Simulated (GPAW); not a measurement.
# CdS (Hawleyite): one start, several treatments of the self-energy

Aim: compare treatments of exchange, screening and correlation for the gap of CdS (Hawleyite).

Program: GPAW 26.7.0. Level of theory: LDA and many-body steps on it, plane waves. Results are calculated unless marked as measured.

**The experiments to reproduce.**

- Gap 2.42 eV: optical gap from inflexion point of photoacoustic spectrum, as-grown film; photoacoustic spectroscopy; film (as-grown chemical bath deposited film, about 0.25 um thick, deposited at 80 C) (“Study of the band--gap shift in CdS films: Influence of thermal annealing in different atmospheres”, 1995, arxiv:cond-mat/9501125).

## (1) The starting structure

Symmetry: F-43m, No. 216, cubic system. The conventional cell has a = 5.833 Å, b = 5.833 Å, c = 5.833 Å, α = 90.00°, β = 90.00°, γ = 90.00°. Nearest to Cd lie 4 S at 2.53 Å. Nearest to S lie 4 Cd at 2.53 Å. Farther neighbours and most contacts between anions are not listed.

Structure file:

```xyz
2
Lattice="0.0000 2.9165 2.9165 2.9165 0.0000 2.9165 2.9165 2.9165 0.0000" Properties=species:S:1:pos:R:3 pbc="T T T"
Cd    0.0000    0.0000    0.0000
S     1.4582    1.4583    1.4582
```

The cell and positions come from the Crystallography Open Database and are kept as given unless a step says otherwise.

## (2) Empty states on the mesh, 6×6×6 mesh, 595 bands

This step: GPAW 26.7.0; DFT, LDA, plane waves, PAW.

The sums over transitions need many empty states on a uniform mesh; this step solves for them.

run.py reads:

```python
import json
import numpy as np
from gpaw.mpi import world
from gpaw import GPAW

calc = GPAW('gs.gpw').fixed_density(kpts={'size': (6, 6, 6), 'gamma': True},
    parallel={'domain': 1, 'band': 1},
    txt='nscf.txt')
calc.diagonalize_full_hamiltonian(nbands=595)
calc.write('full.gpw', mode='all')
res = {}
kpts = calc.get_ibz_k_points()
res['kpts'] = kpts
res['eigenvalues'] = [calc.get_eigenvalues(kpt=k) for k in range(len(kpts))]
res['n_electrons'] = calc.get_number_of_electrons()

if world.rank == 0:
    with open('result.json', 'w') as f:
        json.dump(res, f, default=lambda x: x.tolist())
```

Launch:

```sh
$ mpirun -n 4 gpaw python run.py
```

Numbers of over 12 decimals in the logs are rounded to 6 here.

Output:

```text
Diagonalizing LCAO Hamiltonian
Converting LCAO to pw mode
convergence criteria:
- Maximum integral of absolute [eigenst]ate change: 4e-08 eV^2 / valence electron
maximum number of iterations: 100

SCF iterations
|iter     |     time |      energy | eigst |  dens |
|iter:   1|  |             | +0.99 |       |
|iter:   2|  |             | -0.64 |       |
|iter:   3|  |             | -1.81 |       |
[...]
|iter:   7|  |             | -5.61 |       |
|iter:   8|  |             | -6.43 |       |
|iter:   9|  |             | -7.43c|       |
SCF steps: 9
  __  _  _
 | _ |_)|_||  |
 |__||  | ||/\| - 26.7.0

Input parameters:
  mode=PW(ecut=450.000000),
  convergence={'density': 1e-06, 'bands': -3},
  gpts=array([21, 21, 21]),
  kpts=MonkhorstPack(size=(6, 6, 6), gamma=True),
  maxiter=100,
  nbands=16,
  occupations=Occupations(name='fermi-dirac', width=0.001, fixmagmom=False),
  parallel={'domain': 1, 'band': 1},
  xc=XC(name='LDA')
Matrix size: 1073x1073
# Writing to full.gpw (mode='all')
  [... matrices ...]

timing:  # [seconds]
  Total: 6.944  # ━━━━━━━━━━━━━━━━━━━━━━━━━━━━━━━━━━━━━━━━━━━━━━━━━━━━━━━━━━━
```

Elapsed: 10 s, on 4 MPI ranks of Arm Neoverse V2, shared host; peak memory 1.1 GiB; 40 s of CPU time.

Numbers from this step:

```yaml
gap: 0.8469 eV
k_of_the_valence_top: 0, 0, 0
k_of_the_conduction_bottom: 0, 0, 0
least_direct_gap: 0.8469 eV
k_points_computed: 16
lowest_point_of_the_top_converged_band_above_the_valence_top: 289.6833 eV
```

On this mesh the gap is 0.847 eV.

## (3) One-shot HSE06

This step: one-shot HSE06 levels on LDA orbitals, plane waves, PAW.

run.py reads:

```python
import json
import numpy as np
from gpaw.mpi import world
from gpaw.hybrids.eigenvalues import non_self_consistent_eigenvalues

dft, vxc, vxc_hyb = non_self_consistent_eigenvalues('full.gpw', 'HSE06', 7, 11, kpt_indices=[0])
res = {'dft': dft[0], 'hybrid': (dft - vxc + vxc_hyb)[0]}
if world.rank == 0:
    with open('hybrid.txt', 'w') as f:
        for k, e0, e1 in zip([0], res['dft'], res['hybrid']):
            print(k, ' '.join(f'{x:9.4f}' for x in e0), '|', ' '.join(f'{x:9.4f}' for x in e1), file=f)

if world.rank == 0:
    with open('result.json', 'w') as f:
        json.dump(res, f, default=lambda x: x.tolist())
```

Launch:

```sh
$ mpirun -n 4 gpaw python run.py
```

Output:

```text
IBZ(<points: 16, symmetries: 24>)
Occupied bands: 9
Transforming wave functions from IBZ to BZ: 0.038 seconds
Distributing wave functions and iFFT-ing to real space: 0.381 seconds
Calculating eigenvalues:
  k-points: 1
  Bands: 7-10 (inclusive)
  Seconds: 0.455 (wave-function broadcasting: 0.003 seconds)
HSE06-eigenvalue shifts:
  min: -0.531 eV
  ave: 0.125 eV
  max: 0.875 eV
```

It took 3 s on 4 MPI ranks; peak memory 0.91 GiB.

Numbers from this step:

```yaml
starting_gap_on_the_mesh: 0.8469 eV
hybrid_gap_on_the_mesh: 2.062 eV
least_direct_hybrid_gap_on_the_computed_points: 2.062 eV
```

## (4) GLLB-SC, self-consistent

This step: DFT, GLLB-SC with its derivative discontinuity, plane waves, PAW.

run.py reads:

```python
import json
import numpy as np
from gpaw.mpi import world
from ase import Atoms
from gpaw import GPAW, PW, FermiDirac

atoms = Atoms(['Cd', 'S'],
    cell=[[0.0000000000, 2.9165000000, 2.9165000000],
      [2.9165000000, 0.0000000000, 2.9165000000],
      [2.9165000000, 2.9165000000, 0.0000000000]],
    scaled_positions=[[0.0000000000, 0.0000000000, 0.0000000000],
      [0.2500000000, 0.2500000000, 0.2500000000]],
    pbc=(True, True, True))
calc = GPAW(mode=PW(450),
    xc='GLLBSC',
    kpts={'size': (6, 6, 6), 'gamma': True},
    occupations=FermiDirac(0.001),
    nbands=-7,
    convergence={'bands': -3},
    maxiter=120,
    txt='gllbsc.txt')
atoms.calc = calc
atoms.get_potential_energy()
homo, lumo = calc.get_homo_lumo()
response = calc.hamiltonian.xc.response
dxc_pot = response.calculate_discontinuity_potential(homo, lumo)
ks_gap, dxc = response.calculate_discontinuity(dxc_pot)
res = {'ks_gap': ks_gap, 'dxc': dxc}

if world.rank == 0:
    with open('result.json', 'w') as f:
        json.dump(res, f, default=lambda x: x.tolist())
```

Launch:

```sh
$ mpirun -n 4 gpaw python run.py
```

Output:

```text
[banner, memory and clock lines left out]
___ ___ ___ _ _ _
 |   |   |_  | | | |
 | | | | | . | | | |
 |__ |  _|___|_____|  26.7.0
 |___|_|

Input parameters:
  convergence: {bands: -3}
  kpts: {gamma: True,
         size: (6, 6, 6)}
  maxiter: 120
  mode: {ecut: 450.000000,
         name: pw}
  nbands: -7
  occupations: {fixmagmom: False,
                name: fermi-dirac,
                width: 0.001}
  xc: GLLBSC

System changes: positions, numbers, cell, pbc, initial_charges, initial_magmoms

Initialize ...

species:
  Cd:
    name:    Cadmium
    Z:       48.0
    valence: 12
    core:    36
    charge:  0.0  # [|e|]
    compensation charges:
      type: gauss
      rc: 0.38  # [Å]
      lmax: 2
    cutoffs:
      filter: 2.12  # [Å]
      core: 2.62  # [Å]
    projectors
    | kind |    occ | energy [eV] | rcut [Å] |
    |   5s |  2.000 |      -8.047 |    1.191 |
    |   5p |  0.000 |      -3.235 |    1.228 |
    |   4d | 10.000 |     -14.478 |    1.164 |
    |    s |        |      19.165 |    1.191 |
    |    p |        |      23.976 |    1.228 |
    |    d |        |      12.733 |    1.164 |

    Using partial waves for Cd as LCAO basis

  S:
    name:    Sulfur
    Z:       16.0
    valence: 6
    core:    10
    charge:  0.0  # [|e|]
    compensation charges:
      type: gauss
      rc: 0.24  # [Å]
      lmax: 2
    cutoffs:
      filter: 1.77  # [Å]
      core: 1.66  # [Å]
    projectors
    | kind |    occ | energy [eV] | rcut [Å] |
    |   3s |  2.000 |     -20.260 |    0.974 |
    |   3p |  4.000 |     -10.120 |    0.979 |
    |    s |        |       6.952 |    0.974 |
    |    p |        |      17.091 |    0.979 |
    |    d |        |       0.000 |    0.900 |

    Using partial waves for S as LCAO basis

Reference energy: -162941.757266  # eV

Spin-paired calculation

Convergence criteria:
 Maximum [total energy] change in last 3 cyles: 0.0005 eV / valence electron
 Maximum integral of absolute [dens]ity change: 0.0001 electrons / valence electron
 Maximum integral of absolute [eigenst]ate change: 4e-08 eV^2 / valence electron
 Maximum number of scf [iter]ations: 120
 (Square brackets indicate name in SCF output, whereas a 'c' in
 the SCF output indicates the quantity has converged.)
  [... matrices ...]
Symmetries present (total): 24

  [... matrices ...]
216 k-points: 6 x 6 x 6 Monkhorst-Pack grid + [1/12,1/12,1/12]
16 k-points in the irreducible part of the Brillouin zone
       k-points in crystal coordinates                weights
   0:     0.00000000    0.00000000    0.00000000          1/216
   1:     0.16666667    0.16666667    0.00000000          6/216
   2:     0.16666667    0.16666667    0.16666667          8/216
   3:     0.33333333    0.16666667    0.16666667         12/216
   4:     0.33333333    0.33333333   -0.33333333         12/216
   5:     0.33333333    0.33333333    0.00000000          6/216
   6:     0.33333333    0.33333333    0.16666667         24/216
   7:     0.33333333    0.33333333    0.33333333          8/216
   8:     0.50000000    0.33333333   -0.33333333         24/216
   9:     0.50000000    0.33333333   -0.16666667         12/216
          ...
  15:     0.50000000    0.50000000    0.50000000          4/216

Wave functions: Plane wave expansion
  Cutoff energy: 450.000 eV
  Number of coefficients (min, max): 1066, 1090
  Pulay-stress correction: 0.000000 eV/Ang^3 (de/decut=0.000000)
  Using FFTW library
  Wavefunction extrapolation:
    Improved wavefunction reuse through dual PAW basis

Occupation numbers: Fermi-Dirac:
  width: 0.0010  # eV

Eigensolver
   Davidson(niter=2)

Densities:
  Coarse grid: 21*21*21 grid
  Fine grid: 42*42*42 grid
  Total Charge: 0.000000

Density mixing:
  Method: separate
  Backend: msr1
  Linear mixing parameter: 0.05
  old densities: 10
  Width of damping distribution: 1.1
  Damping of long wavelength oscillations: 20

Hamiltonian:
  XC and Coulomb potentials evaluated on a 42*42*42 grid
  Using the GLLBSC Exchange-Correlation functional
  External potential:
    NoExternalPotential

XC parameters: GLLBSC functional being used consists of
  | Weight | Module     | Description                                   |
  |  1.000 | SCREENING  | GGA_X_PBE_SOL with 2 nearest neighbor stencil |
  |  1.000 | RESPONSE   | eps=0.0500 eV                                 |
  |  1.000 | XC         | GGA_C_PBE_SOL with 2 nearest neighbor stencil |

Memory estimate:

Total number of cores used: 4
Parallelization over k-points: 4

Number of atoms: 2
Number of atomic orbitals: 13
Number of bands in calculation: 16
Number of valence electrons: 18
Bands to converge: 13

... initialized

Initializing position-dependent things.

Density initialized from atomic densities
Creating initial wave functions:
  13 bands from LCAO basis set
  3 bands from random numbers

           S

       Cd

Atomic positions and initial magnetic moments

Positions:
   0 Cd     0.000000    0.000000    0.000000    ( 0.0000,  0.0000,  0.0000)
   1 S      1.458250    1.458250    1.458250    ( 0.0000,  0.0000,  0.0000)
  [... matrices ...]
Unit cell:
           periodic     x           y           z      points  spacing
  1. axis:    yes    0.000000    2.916500    2.916500    21     0.1604
  2. axis:    yes    2.916500    0.000000    2.916500    21     0.1604
  3. axis:    yes    2.916500    2.916500    0.000000    21     0.1604

  Lengths:   4.124554   4.124554   4.124554
  Angles:   60.000000  60.000000  60.000000

Effective grid spacing dv^(1/3) = 0.1750

iter:   1     -7.780563   +0.99
iter:   2     -7.578363   -0.21  -1.12
iter:   3     -7.755354   -0.65  -1.09
iter:   4     -7.253965   -1.20  -1.11
iter:   5     -6.829233   -1.46  -1.13
iter:   6     -6.966291   -1.89  -1.54
iter:   7     -6.803692   -1.40  -1.46
iter:   8     -6.825145   -2.59  -2.51
iter:   9     -6.802868   -3.54  -2.44
iter:  10     -6.800044   -3.78  -2.56
iter:  11     -6.813355   -3.93  -2.47
iter:  12     -6.815088   -4.88  -3.25
iter:  13     -6.814684c  -5.56  -4.00c
iter:  14     -6.814383c  -6.41  -4.09c
iter:  15     -6.813097c  -6.75  -4.36c
iter:  16     -6.814100c  -7.33  -4.28c
iter:  17     -6.813910c  -8.28c -5.00c

Converged after 17 iterations.

Dipole moment: (-2.554574, -2.554574, -2.554574) |e|*Ang

Energy contributions relative to reference atoms: (reference = -162941.757266)
  [... matrices ...]
Kinetic:        +48.667596
Potential:      -44.421889
External:        +0.000000
XC:             -11.333729
Entropy (-ST):   -0.000000
Local:           +0.274112
SIC:             +0.000000
Free energy:     -6.813910
Extrapolated:    -6.813910

GLLBSC response reference energy: 2.08457 eV (from HOMO)
  [... matrices ...]
Showing only first 2 kpts
 Kpt  Band  Eigenvalues  Occupancy
  0     7      2.08454    2.00000
  0     8      2.08454    2.00000
  0     9      3.72451    0.00000
  0    10      8.92406    0.00000

  1     7      1.57478    2.00000
  1     8      1.57478    2.00000
  1     9      5.23601    0.00000
  1    10      7.91248    0.00000

Fermi level: 3.25375

Gap: 1.640 eV
Transition (v -> c):
  (s=0, k=0, n=8, [0.00, 0.00, 0.00]) -> (s=0, k=0, n=9, [0.00, 0.00, 0.00])
No difference between direct/indirect transitions
```

Wall time 5.2 s (4 MPI ranks); peak memory 0.63 GiB.

Numbers from this step:

* starting gap on the mesh: 1.640 eV
* derivative discontinuity: 0.7231 eV
* quasiparticle gap on the mesh: 2.363 eV

[end of part 1 of 2]

[Paths, hosts, dates, memory and timing lines, banners, echoed tables and standing remarks are left out of the program output.]

[Logs are printed without paths, hosts, clocks, repeated set-up lines and the standing remarks that a program may print on its own settings, such as how far it seeks lower states.]

[Runs of the session that timed out or met a known fault of the program may be left out.]

[Hosts, paths, dates, database ids (printed as entryN), source tags and the programs' standing remarks are cut or masked in the printed files.]
